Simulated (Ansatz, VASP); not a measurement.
## One calculation of Ga, two programs

```
Ga
1.0
     2.21602   -3.79899    0.00000
     2.21602    3.79899    0.00000
     0.00000    0.00000    4.55550
Ga
4
Cartesian
  2.2160 -1.1830 1.8924
  2.2160 -2.6160 4.1701
  2.2160 1.1830 2.6631
  2.2160 2.6160 0.3854
```

Alike in both runs: task single point; functional r2SCAN; k mesh 6 × 6 × 4; occupations gaussian, width 0.1 eV; no spin polarisation.

```csv
,VASP,Ansatz
version,VASP 6.6.1,Ansatz 0.2.0
potentials or method,"VASP PAW PBE potentials, release 64 (Ga_d)","scalar-relativistic, plane waves, PAW"
plane-wave cutoff (eV),520,500
valence electrons in the cell,52,52
```

|  | VASP | Ansatz | Ansatz less VASP |
| --- | --- | --- | --- |
| gap on the k mesh at the Fermi level (eV) | none | none | - |
| pressure (GPa) | 0.0 | -0.1 | -0.10 |
| largest component of the traceless stress (GPa) | 0.53 | 0.50 | -0.026 |
| rms of the force components (eV/Å) | 0.017 | 0.018 | +0.0006 |

Atom by atom the forces differ by 0.004 eV/Å (rms over components). A gap of «none» marks a metal or a gap that the smearing closes.

Caveats: the PAW data sets were made with another functional, which shifts forces and pressure a little (VASP).
